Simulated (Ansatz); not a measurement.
BeS built on the NiAs prototype: a band-structure calculation in Ansatz 0.2.0 (PBE). The cell was relaxed beforehand with r2SCAN.

The input:
```yaml
crystal:
  lattice:
    - [3.3002360792, 0.0, 0.0]
    - [-1.6501180396, 2.8580882831, 0.0]
    - [0.0, 0.0, 5.255222052]
  atoms:
    - { symbol: Be, position: [0.0, 0.0, 0.0] }
    - { symbol: Be, position: [0.0, 0.0, 0.5] }
    - { symbol: S, position: [0.3333333333, 0.6666666667, 0.25] }
    - { symbol: S, position: [0.6666666667, 0.3333333333, 0.75] }
kpoints:
  mp_grid: { grid: [12, 12, 6] }
  band_path:
    path:
      - [[0.0, 0.0, 0.0], [0.5, -3.703596318369e-17, 0.0], [0.3333333333333, 0.3333333333333, 0.0], [0.0, 0.0, 0.0], [0.0, 0.0, 0.5], [0.5, -3.703596318369e-17, 0.5], [0.3333333333333, 0.3333333333333, 0.5], [0.0, 0.0, 0.5]]
      - [[0.5, -3.703596318369e-17, 0.5], [0.5, -3.703596318369e-17, 0.0]]
      - [[0.3333333333333, 0.3333333333333, 0.5], [0.3333333333333, 0.3333333333333, 0.0]]
    npoints: 10
hamiltonian:
  xc: pbe
scf:
  occupations: { method: fermi_dirac, width: 0.02 }
  n_extra_bands: 5
output:
  forces: true
  stress: true
  eigenvalues: true
```

Command: `ansatz run input.yaml --threads 2 --pin off --max-ram 2211MiB --backend cpu --events-out ev --progress --plain --runs-dir out`. Wall time 2.3 s on 2 threads of Arm Neoverse V1, on a shared host; peak host memory 0.32 GiB.

Question: What will the output look like, and what does it show?

Answer: Main lines of the log:
```
Pseudopotential: Be, paw, valence charge 2, recommended cutoff 420 eV (normal)
Pseudopotential: S, paw, valence charge 6, recommended cutoff 420 eV (normal)
Functional definition: PBE
Crystal: 4 atoms, lattice volume = 49.569 Å³
Basis set: ecut = 420 eV, 977 PW (Γ)
Bands: 13, of which v1, the nominal top of the filled ones, is band 8 counted from 1 (7 counted from 0)
Symmetry: 24 space group operations
Space group: P63/mmc (ITA 194)
k-points: 76 of 864
SCF iter   1: HF=-1991.857321 eV  Δρ=1.60e-3  dr2=9.67e-4
SCF iter   2: HF=-1991.856545 eV  Δρ=7.14e-4  dr2=1.59e-4
SCF iter   3: HF=-1991.856628 eV  Δρ=3.16e-4  dr2=1.81e-5
SCF iter   4: HF=-1991.856779 eV  Δρ=6.75e-5  dr2=1.13e-6
SCF iter   5: HF=-1991.856781 eV  Δρ=6.45e-6  dr2=2.98e-8
SCF iter   6: HF=-1991.856781 eV  Δρ=2.00e-6  dr2=2.83e-9
SCF 1 converged in 6 iterations: F = -1991.856781 eV  dr2 = 2.83e-9
Free energy (F): -1991.856781 eV
Fermi energy:    8.777834 eV
--- Per-component energies (eV) ---
  E_band       = 34.024991
  E_kinetic    = 255.103652
  E_local      = -157.259054
  E_nonlocal   = 64.443202
  E_hartree    = 50.902770
  E_xc         = -234.503449
  E_vxc        = -217.742211
  E_paw        = -1319.261590
  E_vpaw       = -12.326640
  E_ewald      = -651.282314
--- Stress (GPa, compression-positive) ---
       -0.037430       0.000000       0.000000
        0.000000      -0.037430       0.000000
        0.000000       0.000000      -0.368598
  P = ⅓ Tr σ = -0.1478 GPa (-1.478 kbar)
--- Band table (eV; the first three rows and the last of 76) ---
  k-point 0: bands = […, 0.8447, 7.2608, 7.2608, 7.2966, 7.2966, 8.0486, 11.4973, 12.8304, 13.7977, 13.7977, …]
  k-point 1: bands = […, 1.3123, 7.2831, 7.2831, 7.3140, 7.3140, 7.3443, 11.6042, 12.9534, 13.6039, 13.6039, …]
  k-point 2: bands = […, 2.5016, 5.8055, 7.3306, 7.3306, 7.3483, 7.3483, 11.9117, 12.8175, 13.2960, 13.2960, …]
  k-point 75: bands = […, 2.0072, 2.0072, 2.0316, 2.0316, 7.3173, 7.3173, 11.9228, 11.9228, 12.5724, 12.5724, …]
```
Iteration counts and the last digits belong to this one run.

The rows of the band table are 0: (0, 0, 0) = Γ, 1: (0, 0, 1/6), 2: (0, 0, 1/3), 75: (1/3, 1/3, -1/2) = H.

Levels along the path, in eV from the valence top (v1 is the last filled band, c1 the first empty one):

| point | distance (1/Å) | v3 | v2 | v1 | c1 | c2 |
| --- | --- | --- | --- | --- | --- | --- |
| Γ | 0.00 | -0.75 | -0.75 | 0.00 | 3.45 | 4.78 |
| · | 0.55 | -2.61 | -0.65 | -0.29 | 3.95 | 4.14 |
| M | 1.10 | -3.43 | -2.67 | -0.63 | 3.12 | 3.82 |
| · | 1.42 | -4.21 | -2.88 | -2.35 | 2.15 | 5.03 |
| K | 1.73 | -4.36 | -3.71 | -3.71 | 1.46 | 7.52 |
| · | 2.37 | -1.90 | -1.79 | -0.92 | 3.40 | 4.94 |
| Γ | 3.00 | -0.75 | -0.75 | 0.00 | 3.45 | 4.78 |
| · | 3.30 | -0.74 | -0.72 | -0.72 | 3.69 | 4.90 |
| A | 3.60 | -0.69 | -0.69 | -0.69 | 4.32 | 4.32 |
| · | 4.15 | -2.80 | -1.70 | -1.70 | 3.85 | 3.85 |
| L | 4.70 | -2.41 | -2.25 | -2.25 | 3.13 | 3.13 |
| · | 5.02 | -4.36 | -1.13 | -1.13 | 3.44 | 3.44 |
| H | 5.33 | -6.02 | -0.73 | -0.73 | 3.87 | 3.87 |
| · | 5.97 | -3.44 | -1.76 | -1.76 | 4.89 | 4.89 |
| A | 6.60 | -0.69 | -0.69 | -0.69 | 4.32 | 4.32 |
| L | 6.60 | -2.41 | -2.25 | -2.25 | 3.13 | 3.13 |
| · | 6.84 | -3.05 | -1.90 | -1.54 | 2.44 | 3.61 |
| · | 7.14 | -3.42 | -2.63 | -0.66 | 3.13 | 3.56 |
| M | 7.20 | -3.43 | -2.67 | -0.63 | 3.12 | 3.82 |
| H | 7.20 | -6.02 | -0.73 | -0.73 | 3.87 | 3.87 |
| · | 7.38 | -5.59 | -1.30 | -1.30 | 3.12 | 4.55 |
| · | 7.68 | -4.77 | -3.21 | -3.21 | 1.61 | 6.98 |
| K | 7.80 | -4.36 | -3.71 | -3.71 | 1.46 | 7.52 |

The PBE gap is indirect, 1.46 eV (Γ to K), below the direct gap of 3.45 eV at Γ. Edges are sought over the mesh and the listed points. At this geometry PBE finds -0.15 GPa, compression counted positive: its own equilibrium volume is smaller.

No spin polarisation and no zero-point or thermal motion; the cell was built from a prototype and may be hypothetical.
